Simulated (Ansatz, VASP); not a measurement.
**Cross-check of KCl (Sylvite) between VASP and Ansatz**

Wanted: the spread between two codes on one cell, functional and k mesh.

Method: plane waves, with VASP 6.6.1 beside it; single point at PBE and single point at r2SCAN, in Ansatz 0.2.0.

## Step 1: Starting point

The structure is cubic, space group Fm-3m (No. 225). Conventional cell: a = 6.416 Å, b = 6.416 Å, c = 6.416 Å, α = 90.00°, β = 90.00°, γ = 90.00°. K has 6 Cl at 3.21 Å nearest. Nearest to Cl lie 6 K at 3.21 Å. Farther neighbours and most contacts between anions are not listed.

## Step 2: Ansatz: single point, PBE

Ansatz runs on its default PAW (the set named soft_2) files.

With cell and atoms fixed, the geometry can't cause a difference; cores, projectors, grids and the points listed under the comparison can.

Input file input.yaml:

```yaml
crystal:
  lattice:
    - [0.0, 3.2081811574, 3.2081811574]
    - [3.2081811574, 0.0, 3.2081811574]
    - [3.2081811574, 3.2081811574, 0.0]
  atoms:
    - { symbol: K, position: [0.0, 0.0, 0.0] }
    - { symbol: Cl, position: [0.5, 0.5, 0.5] }
hamiltonian:
  xc: pbe
  pseudopotentials: { kind: paw }
kpoints:
  mp_grid: { grid: [4, 4, 4] }
scf:
  occupations: { method: gaussian, width: 0.05 }
  n_extra_bands: 4
output:
  forces: true
  stress: true
  eigenvalues: true
```

Command:

```bash
$ ansatz run input.yaml --threads 2 --pin off --max-ram 4608MiB --backend cpu --events-out ev --progress --plain --runs-dir out
```

Numbers of over 12 decimals in the logs are rounded to 6 here.

Log:

```text
scf.n_extra_bands = 4 over 8 filled bands (N_el = 16.0): the run solves 12 bands
Engine: ansatz 0.2.0, aarch64-unknown-linux-gnu
Pseudopotentials: kind: paw
Pseudopotential: K, paw, valence charge 9, recommended cutoff 420 eV (normal), K.paw.azcp
Pseudopotential: Cl, paw, valence charge 7, recommended cutoff 420 eV (normal), Cl.paw.azcp
Functional definition: PBE
  parameter kappa = 0.804
  parameter beta = 0.066725
  exchange = pbe_x(kappa = kappa, mu = beta*pi^2/3)
  correlation = pbe_c(beta = beta)
Crystal: 2 atoms, lattice volume = 66.040 Å³
Basis set: ecut = 420 eV, 1243 PW (Γ), exchange–correlation on 64×64×64 points (8 copies of the dense FFT grid, shifted against one another)
Bands: 12, of which v1, the nominal top of the filled ones, is band 8 counted from 1 (7 counted from 0)
Symmetry: 48 space group operations
Space group: Fm-3m (ITA 225), of the structure as read, at distance tolerance 4.0e-5 Å
k-points: 8 of 64
Non-local potential: K, projectors of the file, l = 0: 3, l = 1: 2, l = 2: 2
Non-local potential: Cl, projectors of the file, l = 0: 2, l = 1: 2, l = 2: 2
PAW form: soft (Blöchl's): semilocal exchange-correlation on the pseudo side does not see the compensation charge
PAW one-centre angular grid: K, 110 points (default); XC on 64 Gauss nodes
PAW one-centre angular grid: Cl, 110 points (default); XC on 64 Gauss nodes
Initial density: superposition of atomic densities (neutral atoms: chi_scale 0, normalization atom), corrected by the library's trained network
Initial wavefunctions: pseudopotential atomic-orbital guess
Functional: x = pbe(κ = 0.804, μ = 0.219515), c = pbe(β = 0.066725)
SCF iter   1: F=—  HF=-2621.225283 eV  |F-HF|=—  |Δ(HF+E_count)|=         —  Δρ=2.95e-4  dr2=5.77e-5  ethr=1.77e-3  ⟨swp⟩=5.6  Hψ=586  notcnv=0
preconditioner: auto → none  [insulator: Δε(μ)=4.984 eV  Ē_g=15.144 eV  σ=0.050 eV  W_gap=1.00  n_scr=14 (ndim 8)  ℏωp=17.1 eV  f_vac=0.102  D(μ)=0.00/eV (n_scr^D=0)  ε∞_Penn≈2.3]
SCF iter   2: F=—  HF=-2621.225141 eV  |F-HF|=—  |Δ(HF+E_count)|=   1.42e-4  Δρ=4.34e-4  dr2=1.88e-4  ethr=3.61e-7  ⟨swp⟩=2.5  Hψ=233  notcnv=0
SCF iter   3: F=—  HF=-2621.225100 eV  |F-HF|=—  |Δ(HF+E_count)|=   4.08e-5  Δρ=2.46e-4  dr2=5.85e-5  ethr=3.61e-7  ⟨swp⟩=2.0  Hψ=119  notcnv=0
SCF iter   4: F=—  HF=-2621.225085 eV  |F-HF|=—  |Δ(HF+E_count)|=   1.47e-5  Δρ=4.14e-5  dr2=9.22e-7  ethr=3.61e-7  ⟨swp⟩=2.0  Hψ=124  notcnv=0
SCF iter   5: F=—  HF=-2621.225089 eV  |F-HF|=—  |Δ(HF+E_count)|=   3.98e-6  Δρ=7.97e-5  dr2=6.22e-6  ethr=5.76e-9  ⟨swp⟩=2.5  Hψ=163  notcnv=0
SCF iter   6: F=—  HF=-2621.225087 eV  |F-HF|=—  |Δ(HF+E_count)|=   1.93e-6  Δρ=2.58e-5  dr2=6.38e-7  ethr=5.76e-9  ⟨swp⟩=2.0  Hψ=152  notcnv=0
SCF iter   7: F=-2621.225087 eV  HF=-2621.225087 eV  |F-HF|=7.76e-8  |Δ(HF+E_count)|=   1.70e-7  Δρ=9.93e-6  dr2=9.77e-8  ethr=6.25e-10  ⟨swp⟩=3.0  Hψ=363  notcnv=0
SCF 1 converged in 7 iterations: F = -2621.225087 eV  dr2 = 9.77e-8
  greatest PAW one-centre occupation: 0.987 electrons in one spin orbital (limit 2), on the K atom at site 0 (counted from 0), in its partial waves of l = 0
SCF converged after 7 iterations
Free energy (F): -2621.225087 eV
Harris-Foulkes:  -2621.225087 eV  (|F-HF|=7.76e-8)
Internal energy: -2621.225087 eV  (E = F + TS)
E sigma→0 (E₀):  -2621.225087 eV
Fermi energy:    2.976809 eV
--- Per-component energies (eV) ---
  E_band       = -138.299389
  E_kinetic    = 415.615321
  E_local      = -860.224133  (includes V_loc(G=0)·N_el)
  E_nonlocal   = 40.989110
  E_hartree    = 289.414338
  E_xc         = -243.001945
  E_vxc        = -287.783277  (∫ρ·V_xc dr)
  E_paw        = -1441.136250  (= ΣΔE_a)
  E_vpaw       = -25.721070  (= ΣTr[D̂ρ^β])
  E_aug_tail   = 0.000086  (compensation charges beyond the density's cutoff)
  E_ewald      = -822.881615
  E_smearing   = -0.000000  (= −TS)
  E_closure    = -0.000000  (closes the sum)
  Σ components = -2621.225087   (vs F -2621.225087, Δ=0.00e0)
--- Forces (eV/Å), atoms counted from 1 ---
  atom   1  K     -0.00000000     0.00000000    -0.00000000
  atom   2  Cl     0.00000000    -0.00000000    -0.00000000
  max |Σ_I F_I| component: 9.80e-30 eV/Å
--- Stress (GPa, compression-positive) ---
       -0.253206       0.000000      -0.000000
       -0.000000      -0.253206       0.000000
        0.000000      -0.000000      -0.253206
  P = ⅓ Tr σ = -0.2532 GPa (-2.532 kbar)
--- Band table (eV; the first three rows and the last of 8) ---
  k-point 0: bands = [... 4 lower, -10.3181, 0.4796, 0.4796, 0.4796, 5.4735, 8.8044, 8.8044, 8.8044]
  k-point 1: bands = [... 4 lower, -10.2069, -0.0518, 0.3342, 0.3342, 6.6776, 8.5602, 9.5059, 9.5059]
  k-point 2: bands = [... 4 lower, -10.1068, -0.4762, 0.1978, 0.1978, 7.8892, 8.8450, 10.7816, 10.7816]
  k-point 7: bands = [... 4 lower, -10.2399, 0.0386, 0.0386, 0.0451, 8.4161, 8.4161, 9.6512, 10.0713]
```

It took 0.82 s on 2 threads of Arm Neoverse N1, shared host; peak memory 0.26 GiB.

Reading the cycles: dr2 is the Hartree energy of the density residual (eV), the measure of convergence; HF is the Harris–Foulkes estimate of the energy, which meets the free energy F at convergence.

The run ends at a pressure of -0.25 GPa.

## Step 3: VASP: single point, PBE

The same cell, functional, mesh and smearing now go to VASP, with its own data sets and cutoff.

Lines of VASP's logs that name or quote its potential files are left out, and so is its time.

Input file INCAR:

```
SYSTEM = KCl
PREC = Accurate
ENCUT = 360
EDIFF = 1E-08
NELM = 100
ISMEAR = 0
SIGMA = 0.05
LREAL = .FALSE.
ALGO = Normal
GGA = PE
NBANDS = 14
LORBIT = 11
LWAVE = .TRUE.
LCHARG = .FALSE.
KPAR = 8
```

Input file POSCAR:

```
KCl
1.0
    0.0000000000      3.2081811574      3.2081811574
    3.2081811574      0.0000000000      3.2081811574
    3.2081811574      3.2081811574      0.0000000000
K Cl
1 1
Direct
    0.0000000000      0.0000000000      0.0000000000
    0.5000000000      0.5000000000      0.5000000000
```

Input file KPOINTS:

```
Automatic mesh
0
Gamma
4 4 4
0 0 0
```

The projector-augmented-wave data sets are K_sv_GW and Cl_GW (PBE family, release 64).

Command:

```bash
$ mpirun -np 8 vasp_std
```

Log:

```text
[banner, memory and clock lines left out]
running    8 mpi-ranks, on    1 nodes
 distrk:  each k-point on    1 cores,    8 groups
 distr:  one band on    1 cores,    1 groups

 POSCAR found type information on POSCAR K Cl
 POSCAR found :  2 types and       2 ions
|                                                                             |
|           W    W    AA    RRRRR   N    N  II  N    N   GGGG   !!!           |
|           W    W   A  A   R    R  NN   N  II  NN   N  G    G  !!!           |
|           W    W  A    A  R    R  N N  N  II  N N  N  G       !!!           |
|           W WW W  AAAAAA  RRRRR   N  N N  II  N  N N  G  GGG   !            |
|           WW  WW  A    A  R   R   N   NN  II  N   NN  G    G                |
|           W    W  A    A  R    R  N    N  II  N    N   GGGG   !!!           |
|                                                                             |
|     For optimal performance we recommend to set                             |
|       NCORE = 2 up to number-of-cores-per-socket                            |
|     NCORE specifies how many cores store one orbital (NPAR=cpu/NCORE).      |
|     This setting can greatly improve the performance of VASP for DFT.       |
|     The default, NCORE=1 might be grossly inefficient on modern             |
|     multi-core architectures or massively parallel machines. Do your        |
|     Unfortunately you need to use the default for GW and RPA                |
|     calculations (for HF NCORE is supported but not extensively tested      |
|     yet).                                                                   |
|                                                                             |

 LDA part: xc-table for (Slater+PW92), standard interpolation
 POSCAR, INCAR and KPOINTS ok, starting setup
 FFT: planning ... GRIDC
 FFT: planning ... GRID_SOFT
 FFT: planning ... GRID
 WAVECAR not read
 entering main loop
       N       E                     dE             d eps       ncg     rms          rms(c)
DAV:   1     0.131952785615E+03    0.13195E+03   -0.48267E+03   224   0.721E+02
DAV:   2     0.470256071238E+01   -0.12725E+03   -0.11344E+03   318   0.295E+02
DAV:   3    -0.932478548762E+01   -0.14027E+02   -0.13827E+02   360   0.932E+01
DAV:   4    -0.975905804802E+01   -0.43427E+00   -0.43382E+00   314   0.154E+01
DAV:   5    -0.976979092758E+01   -0.10733E-01   -0.10731E-01   342   0.293E+00    0.294E+00
DAV:   6    -0.932740564974E+01    0.44239E+00   -0.59618E-01   322   0.489E+00    0.223E+00
DAV:   7    -0.927570053544E+01    0.51705E-01   -0.18620E-01   368   0.276E+00    0.119E+00
DAV:   8    -0.927923974609E+01   -0.35392E-02   -0.15701E-02   278   0.118E+00    0.152E-01
DAV:   9    -0.928008792192E+01   -0.84818E-03   -0.32046E-03   346   0.505E-01    0.821E-02
DAV:  10    -0.928027545193E+01   -0.18753E-03   -0.37689E-04   280   0.187E-01    0.197E-02
DAV:  11    -0.928027431289E+01    0.11390E-05   -0.18820E-05   336   0.438E-02    0.115E-02
DAV:  12    -0.928027611831E+01   -0.18054E-05   -0.77810E-06   260   0.244E-02    0.860E-03
DAV:  13    -0.928027308472E+01    0.30336E-05   -0.48238E-06   284   0.137E-02    0.185E-03
DAV:  14    -0.928027288034E+01    0.20438E-06   -0.93379E-07   280   0.710E-03    0.241E-03
DAV:  15    -0.928027279825E+01    0.82096E-07   -0.16020E-07   324   0.312E-03    0.733E-04
DAV:  16    -0.928027273973E+01    0.58522E-07   -0.10389E-08   228   0.860E-04    0.184E-04
DAV:  17    -0.928027274469E+01   -0.49604E-08   -0.67291E-10   160   0.286E-04
   1 F= -.92802727E+01 E0= -.92802727E+01  d E =-.977722E-17
 writing wavefunctions
```

Parts of OUTCAR (step 3):

```text
ion  position               nearest neighbor table
   1  0.000  0.000  0.000-
   2  0.500  0.500  0.500-

  LATTYP: Found a face centered cubic cell.
 ALAT       =     6.4163623148

 Subroutine GETGRP returns: Found 48 space group operations
 (whereof 48 operations were pure point group operations)

The static configuration has the point symmetry O_h .

 Found      8 irreducible k-points:

   k-points           NKPTS =      8   k-points in BZ     NKDIM =      8   number of bands    NBANDS=     14

   dimension x,y,z NGX =    28 NGY =   28 NGZ =   28
   dimension x,y,z NGXF=    56 NGYF=   56 NGZF=   56

   ENCUT  =  360.0 eV  26.46 Ry    5.14 a.u.   7.02  7.02  7.02*2*pi/ulx,y,z

   NELECT =      16.0000    total number of electrons

 k-points in reciprocal lattice and weights: Automatic mesh
   0.00000000  0.00000000  0.00000000       0.016
   0.25000000  0.00000000  0.00000000       0.125
   0.50000000  0.00000000  0.00000000       0.062
   0.25000000  0.25000000  0.00000000       0.094
   0.50000000  0.25000000  0.00000000       0.375
  -0.25000000  0.25000000  0.00000000       0.188
   0.50000000  0.50000000  0.00000000       0.047
  -0.25000000  0.50000000  0.25000000       0.094

 average (electrostatic) potential at core
       1 -81.4759       2 -83.9580

 E-fermi :  -0.6435

 k-point     1 :       0.0000    0.0000    0.0000
  band No.  band energies     occupation
    ...
      4     -11.7281      2.00000
      5     -11.7281      2.00000
      6      -0.9287      2.00000
      7      -0.9287      2.00000
      8      -0.9287      2.00000
      9       4.0663      0.00000
     10       7.3989      0.00000
     11       7.3989      0.00000
     12       7.3989      0.00000
     13       8.2260      0.00000
    ...

 k-point     2 :       0.2500    0.0000    0.0000
  band No.  band energies     occupation
    ...
      4     -11.7324      2.00000
      5     -11.6175      2.00000
      6      -1.4599      2.00000
      7      -1.0740      2.00000
      8      -1.0740      2.00000
      9       5.2683      0.00000
     10       7.1532      0.00000
     11       8.0997      0.00000
     12       8.0997      0.00000
     13       8.9382      0.00000
    ...

 k-point     3 :       0.5000    0.0000    0.0000
  band No.  band energies     occupation
    ...
      4     -11.7365      2.00000
      5     -11.5174      2.00000
      6      -1.8842      2.00000
      7      -1.2103      2.00000
      8      -1.2103      2.00000
      9       6.4757      0.00000
     10       7.4372      0.00000
     11       9.3730      0.00000
     12       9.3730      0.00000
     13      10.1971      0.00000
    ...

  Total       -0.1541959     -0.1541959     -0.1541959     -0.0000000     -0.0000000     -0.0000000
  in kB       -3.7409052     -3.7409052     -3.7409052     -0.0000000     -0.0000000     -0.0000000
  external PRESSURE =      -3.7409052 kB  Pullay stress =       0.0000000 kB

  energy-cutoff  :      360.00
  volume of cell :       66.04
      direct lattice vectors                 reciprocal lattice vectors
     0.000000000  3.208181157  3.208181157    -0.155851548  0.155851548  0.155851548
     3.208181157  0.000000000  3.208181157     0.155851548 -0.155851548  0.155851548
     3.208181157  3.208181157  0.000000000     0.155851548  0.155851548 -0.155851548

 POSITION                                       TOTAL-FORCE (eV/Angst)
 -----------------------------------------------------------------------------------
      0.00000      0.00000      0.00000         0.000000      0.000000      0.000000
      3.20818      3.20818      3.20818        -0.000000     -0.000000     -0.000000
 -----------------------------------------------------------------------------------
    total drift:                                0.000000      0.000000      0.000000

  FREE ENERGIE OF THE ION-ELECTRON SYSTEM (eV)
  ---------------------------------------------------
  free  energy   TOTEN  =        -9.2802727447 eV

  energy  without entropy=       -9.2802727447  energy(sigma->0) =       -9.28027274

 total charge
# of ion       s       p       d       tot
------------------------------------------
    1        2.131   5.854   0.049   8.034
    2        1.571   3.513   0.001   5.084
--------------------------------------------------
tot          3.702   9.366   0.050  13.118

[... 3 further parts left out ...]
```

The run ends at a pressure of -0.37 GPa.

## Step 4: Differences

Known differences besides the potentials themselves: the cutoff is 420 eV in Ansatz and 360 eV in VASP; VASP leaves aspherical gradient terms in its spheres out (LASPH is not set), Ansatz keeps them. Total energies have different zeros and are not compared.

Both answers:

| quantity | Ansatz | VASP | difference |
| --- | --- | --- | --- |
| gap on the k mesh (eV) | 4.994 | 4.995 | -0.001 |

Not compared: the pressure (VASP's GW data sets at this cutoff don't carry it). A gap on the mesh is an upper bound, since the band edges may lie between its points.

## Step 5: Further runs

Further runs change the set-up of one program: Ansatz's method, potentials or start, or VASP's data sets, cutoff or form of LDA. The table gives Ansatz less VASP for each quantity, since a change that brings one quantity closer may part another.

| run | gap on the k mesh (eV) |
| --- | --- |
| as above | -0.0011 |
| Ansatz's all-electron LAPW method | -0.0016 |

## Step 6: Ansatz: single point, r2SCAN

A single point gives forces, pressure and levels at one fixed geometry, so differences don't come from the geometry; what else differs is listed under the comparison.

Edit input.yaml of step 2 so:

```diff
@@ -9,3 +9,3 @@
 hamiltonian:
-  xc: pbe
+  xc: r2scan
   pseudopotentials: { kind: paw }
```

Command:

```bash
$ ansatz run input.yaml --threads 2 --pin off --max-ram 4608MiB --backend cpu --events-out ev --progress --plain --runs-dir out
```

Log:

```text
[...]
Crystal: 2 atoms, lattice volume = 66.040 Å³
Basis set: ecut = 500 eV, 1687 PW (Γ), exchange–correlation on 144×144×144 points (64 copies of the dense FFT grid, shifted against one another)
Bands: 12, of which v1, the nominal top of the filled ones, is band 8 counted from 1 (7 counted from 0)
[... 1 set-up line as in the run before ...]
[...]
k-points: 8 of 64
[...]
--- Band table (eV; the first three rows and the last of 8) ---
  k-point 0: bands = [... 4 lower, -10.9706, 0.0627, 0.0627, 0.0627, 5.6893, 9.0469, 9.0469, 9.0469]
  k-point 1: bands = [... 4 lower, -10.8749, -0.4596, -0.0811, -0.0811, 6.8917, 8.7302, 9.7824, 9.7824]
  k-point 2: bands = [... 4 lower, -10.7855, -0.8859, -0.2167, -0.2167, 8.0086, 9.0726, 11.1707, 11.1707]
  k-point 7: bands = [... 4 lower, -10.9038, -0.3828, -0.3828, -0.3669, 8.5506, 8.5506, 10.1379, 10.5201]
[key lines of the parts left out:]
SCF converged after 6 iterations
Free energy (F): -2630.461069 eV
Fermi energy:    2.876237 eV
P = ⅓ Tr σ = -0.9641 GPa (-9.641 kbar)
```

Elapsed: 2.3 s, on 2 threads; peak memory 0.46 GiB; 4.1 s of CPU time.

The run ends at a pressure of -0.96 GPa.

## Step 7: VASP: single point, r2SCAN

The same cell, functional, mesh and smearing now go to VASP, with its own data sets and cutoff.

Input file INCAR:

```
SYSTEM = KCl
PREC = Accurate
ENCUT = 360
EDIFF = 1E-06
NELM = 100
ISMEAR = 0
SIGMA = 0.05
LREAL = .FALSE.
ALGO = Normal
METAGGA = R2SCAN
LASPH = .TRUE.
NBANDS = 14
LWAVE = .FALSE.
LCHARG = .FALSE.
KPAR = 8
```

POSCAR is that of step 3.

KPOINTS is that of step 3.

Command:

```bash
$ mpirun -np 8 vasp_std
```

Log:

```text
[banner, memory and clock lines left out]
running    8 mpi-ranks, on    1 nodes
[...]
[... a notice as in an earlier step ...]

|                                                                             |
|               ----> ADVICE to this user running VASP <----                  |
|                                                                             |
|     You enforced a specific xc type in the INCAR file but a different       |
|     [... a line on the potential file left out ...]
|     I HOPE YOU KNOW WHAT YOU ARE DOING!                                     |
|                                                                             |

 LDA part: xc-table for (None), standard interpolation
 POSCAR, INCAR and KPOINTS ok, starting setup
[...]
entering main loop
       N       E                     dE             d eps       ncg     rms          rms(c)
DAV:   1     0.116322575427E+03    0.11632E+03   -0.49326E+03   224   0.737E+02
DAV:   2    -0.118722450768E+02   -0.12819E+03   -0.11189E+03   342   0.302E+02
DAV:   3    -0.247849275129E+02   -0.12913E+02   -0.12819E+02   364   0.975E+01
DAV:   4    -0.249623715560E+02   -0.17744E+00   -0.17721E+00   286   0.112E+01
[...]
DAV:  12    -0.189377257084E+02    0.53834E-05   -0.37656E-05   324   0.525E-02    0.588E-03
DAV:  13    -0.189377233267E+02    0.23817E-05   -0.12195E-06   256   0.948E-03    0.637E-04
DAV:  14    -0.189377231480E+02    0.17872E-06   -0.10845E-07   154   0.377E-03
   1 F= -.18937723E+02 E0= -.18937723E+02  d E =-.108163E-10
```

From OUTCAR (step 7):

```text
  Total       -0.4699922     -0.4699922     -0.4699922      0.0000000     -0.0000000     -0.0000000
  in kB      -11.4023549    -11.4023549    -11.4023549      0.0000000     -0.0000000     -0.0000000
  external PRESSURE =     -11.4023549 kB  Pullay stress =       0.0000000 kB

  FREE ENERGIE OF THE ION-ELECTRON SYSTEM (eV)
  ---------------------------------------------------
  free  energy   TOTEN  =       -18.9377231480 eV

  energy  without entropy=      -18.9377231480  energy(sigma->0) =      -18.93772315

[... 3 parts as in an earlier step ...]

[... 1 further part left out ...]
[key lines of the parts left out:]
E-fermi :  -1.1362
```

The run ends at a pressure of -1.14 GPa.

## Step 8: Side by side

What differs besides the data sets and the points named for the pairs above, as far as they apply: VASP keeps PBE cores, Ansatz makes them for the functional; the cutoff is 500 eV in Ansatz and 360 eV in VASP. Total energies have different zeros and are not compared.

The two programs side by side:

| quantity | Ansatz | VASP | difference |
| --- | --- | --- | --- |
| gap on the k mesh (eV) | 5.627 | 5.638 | -0.011 |

Not compared: the pressure (VASP's GW data sets at this cutoff don't carry it). A gap on the mesh is an upper bound, since the band edges may lie between its points.

## Step 9: Outcome

| Item | Value |
| --- | --- |
| difference in gap on the k mesh (single point, PBE) | -0.0011 eV |
| difference in gap on the k mesh (single point, r2SCAN) | -0.011 eV |

**Reading.** The difference in gap on the k mesh is -0.011 eV (single point, r2SCAN), within the 0.08 eV picked in this series as the mark of a large difference. Single point, PBE, Ansatz's all-electron LAPW method: the difference in gap on the k mesh goes from -0.0011 to -0.0016 eV. Such differences can come from data sets, numerical settings and the points named under the comparisons, not from the functional's error against experiment.

[Lines on the potential files, build, host, timing and source positions are cut from VASP's logs without a mark.]

[Logs are printed without paths, hosts, clocks, repeated set-up lines and the standing remarks that a program may print on its own settings, such as how far it seeks lower states.]

[Hosts, paths, dates, database ids (printed as entryN), source tags and the programs' standing remarks are cut or masked in the printed files.]
